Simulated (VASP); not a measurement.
Write the native input for VASP 6.6.1 that does the following.

```
Task                   : single point
Functional             : r2SCAN
Potentials or basis    : VASP PAW PBE potentials, release 64 (Hf_pv, O)
Cutoff                 : 520 eV
k mesh                 : 6 × 6 × 6
Occupations            : gaussian, width 0.02 eV
Spin                   : no spin polarisation
Dipole correction      : no
Further INCAR settings : ALGO = Normal; EDIFF = 1e-06; NBANDS = 56
```

HfO2:

```
Hf O
1.0
     5.24670    0.00000    0.00000
     0.00000    5.03052    0.00000
     0.00000    0.00000    5.05945
Hf O
4 8
Direct
  0.03250 0.26703 0.24108
  0.46750 0.26703 0.74108
  0.53250 0.73297 0.24108
  0.96750 0.73297 0.74108
  0.36705 0.07001 0.38077
  0.13295 0.07001 0.88077
  0.73217 0.46112 0.49116
  0.76783 0.46112 0.99116
  0.26783 0.53888 0.99116
  0.23217 0.53888 0.49116
  0.86705 0.92999 0.38077
  0.63295 0.92999 0.88077
```

Measurements of this composition are mostly on another form, of space group No. 14.

The input as run:

POSCAR

```
HfO2
1.0
    5.2467021262      0.0000000000      0.0000000000
    0.0000000000      5.0305245226      0.0000000000
    0.0000000000      0.0000000000      5.0594488668
Hf O
4 8
Direct
    0.0325044438      0.2670267595      0.2410781169
    0.4674955562      0.2670267595      0.7410781169
    0.5325044438      0.7329732405      0.2410781169
    0.9674955562      0.7329732405      0.7410781169
    0.3670457372      0.0700103559      0.3807661350
    0.1329542628      0.0700103559      0.8807661350
    0.7321661108      0.4611158023      0.4911557481
    0.7678338892      0.4611158023      0.9911557481
    0.2678338892      0.5388841977      0.9911557481
    0.2321661108      0.5388841977      0.4911557481
    0.8670457372      0.9299896441      0.3807661350
    0.6329542628      0.9299896441      0.8807661350
```

INCAR.step1

```
SYSTEM = HfO2
ALGO = Normal
EDIFF = 1E-4
ENCUT = 520
GGA = PE
ISMEAR = 0
LASPH = .True.
LCHARG = .False.
LREAL = .False.
LWAVE = .True.
NBANDS = 56
NELM = 100
PREC = Accurate
SIGMA = 0.02
```

INCAR.step2

```
SYSTEM = HfO2
ALGO = Normal
EDIFF = 1E-6
ENCUT = 520
ISIF = 2
ISMEAR = 0
ISTART = 1
LASPH = .True.
LCHARG = .False.
LMIXTAU = .True.
LREAL = .False.
LWAVE = .False.
METAGGA = R2SCAN
NBANDS = 56
NELM = 100
PREC = Accurate
SIGMA = 0.02
```

KPOINTS

```
k-points
0
Gamma
  6 6 6
  0 0 0
```

Potentials or basis: VASP PAW PBE potentials, release 64 (Hf_pv, O).

Launch:

```sh
$ cat potpaw_PBE.64/Hf_pv/POTCAR potpaw_PBE.64/O/POTCAR > POTCAR
$ cp INCAR.step1 INCAR
$ mpirun -np 1 vasp_std > vasp.out
$ cp INCAR.step2 INCAR
$ mpirun -np 1 vasp_std > vasp.out
```

It gave:

* Pressure: -3.5 GPa
* Largest force: 0.067 eV/Å
* Band gap on the k mesh: 4.91 eV, indirect (least direct gap 5.14 eV)

Caveat: the PAW data sets were made with another functional, which shifts forces and pressure a little; spin-orbit coupling is left out, which moves the levels of the heavy elements.

It took 30 min on 1 thread of Intel(R) Xeon(R) Platinum 8259CL CPU @ 2.50GHz (Skylake/Cascade Lake) (shared host), peak memory 0.49 GiB.
